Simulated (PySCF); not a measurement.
Screening by computed properties: pick the candidate that meets the target.

All species are isolated and taken at one optimised geometry, non-relativistic unless stated. Electronic properties by PySCF.

Dipoles, sizes and rotational constants follow the conformer. The torsions of the flexible species, by atom-mapped SMILES:
- `[CH3:1][CH2:2][CH2:3][O:4][C:5]([CH3:6])=[O:7]`: C1–C2–C3–O4 180°, C2–C3–O4–C5 179°, C3–O4–C5–C6 180°
- `[CH3:1][S:2][c:3]1[cH:4][cH:5][n:6][cH:7][cH:8]1`: C1–S2–C3–C4 -1°
- `[CH3:1][CH2:2][SH:3]`: H–S3–C2–C1 -64°
- `[CH3:1][CH2:2][S:3][S:4][CH3:5]`: C1–C2–S3–S4 -64°, C2–S3–S4–C5 -86°

Question: Wanted: smallest rotational constant below 1.1 GHz (PBE0-D3(BJ)/def2-SVP) and HOMO energy above -7.2 eV (PBE0/pcSseg-1), at PBE0-D3(BJ)/def2-SVP geometries. Which candidate meets both?
A. `CCS` (C2H6S)
B. `Cl/C=C\Cl` (C2H2Cl2)
C. `CCCOC(C)=O` (C5H10O2)
D. `Clc1ccsc1` (C4H3ClS)
E. `C#CF` (C2HF)
F. `CSC1=CC=NC=C1` (C6H7NS)

Answer: F. Computed values:
```csv
species,smallest rotational constant,HOMO energy
CSC1=CC=NC=C1 (C6H7NS),0.930 GHz,-6.68 eV
CCCOC(C)=O (C5H10O2),1.045 GHz,-7.89 eV
Clc1ccsc1 (C4H3ClS),1.243 GHz,-7.03 eV
Cl/C=C\Cl (C2H2Cl2),2.068 GHz,-7.46 eV
CCS (C2H6S),4.844 GHz,-6.79 eV
C#CF (C2HF),9.716 GHz,-8.32 eV
```

Question: Wanted: HOMO–LUMO gap between 7.2 eV and 8 eV (PBE0/pcSseg-1) and dipole moment below 2 D (PBE0/pcSseg-1), at PBE0-D3(BJ)/def2-SVP geometries. Which candidate meets both?
A. `CSc1ccncc1` (C6H7NS)
B. `ClC1=CSC=C1` (C4H3ClS)
C. `Cl/C=C\Cl` (C2H2Cl2)
D. `C(C)SSC` (C3H8S2)
E. `CCCOC(C)=O` (C5H10O2)
F. `C#CF` (C2HF)
G. `CCS` (C2H6S)

Answer: G. Computed values:
| species | HOMO–LUMO gap | dipole moment |
| --- | --- | --- |
| CSc1ccncc1 (C6H7NS) | 5.92 eV | 2.95 D |
| ClC1=CSC=C1 (C4H3ClS) | 6.24 eV | 1.35 D |
| C(C)SSC (C3H8S2) | 6.51 eV | 2.25 D |
| Cl/C=C\Cl (C2H2Cl2) | 6.90 eV | 1.95 D |
| CCS (C2H6S) | 7.41 eV | 1.78 D |
| CCCOC(C)=O (C5H10O2) | 8.36 eV | 2.10 D |
| C#CF (C2HF) | 9.93 eV | 0.59 D |
